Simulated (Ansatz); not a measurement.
Runs of Ansatz 0.2.0 on NiO. Symmetry: Pm-3m, No. 221, cubic system. Conventional cell: a = 2.505 Å, b = 2.505 Å, c = 2.505 Å, α = 90.00°, β = 90.00°, γ = 90.00°. Around Ni (site symmetry m-3m) lie 8 O at 2.17 Å. Around O (site symmetry m-3m) lie 8 Ni at 2.17 Å. Measurements of this composition are mostly on another form, of space group No. 225.

```csv
level,gap on the mesh (eV),pressure (GPa),moment (μB),relaxed volume (Å³/atom)
PBE+D4,none,0.0,1.96,(a)
PBE+D3(BJ),none,0.0,1.96,(b)
PBE+D3(BJ)-ATM,none,0.0,1.96,8.83
PBE,none,0.0,1.97,8.91
```

Alike in all rows: task relaxation of cell and atoms; potentials or basis Ansatz PAW; spin collinear, ferromagnetic start; cell relaxed; k mesh 11 × 11 × 11; cutoff (eV) 420; smearing fermi-dirac 0.05 eV.

Task: Estimate the missing entries.

Result: (a) 8.79; (b) 8.81.

Caveats: the plane-wave basis is chosen anew once the cell has moved, so the energies of steps on either side of that aren't comparable; a cell with one magnetic atom can't hold antiferromagnetic order, which such compounds often take; semilocal functionals often make such compounds metallic where correlation or magnetic order opens a gap, which also shifts bond lengths; pairwise dispersion overbinds metals, which lowers pressure and volume (some runs).

A gap of «none» marks a metal or a gap under the smearing width.
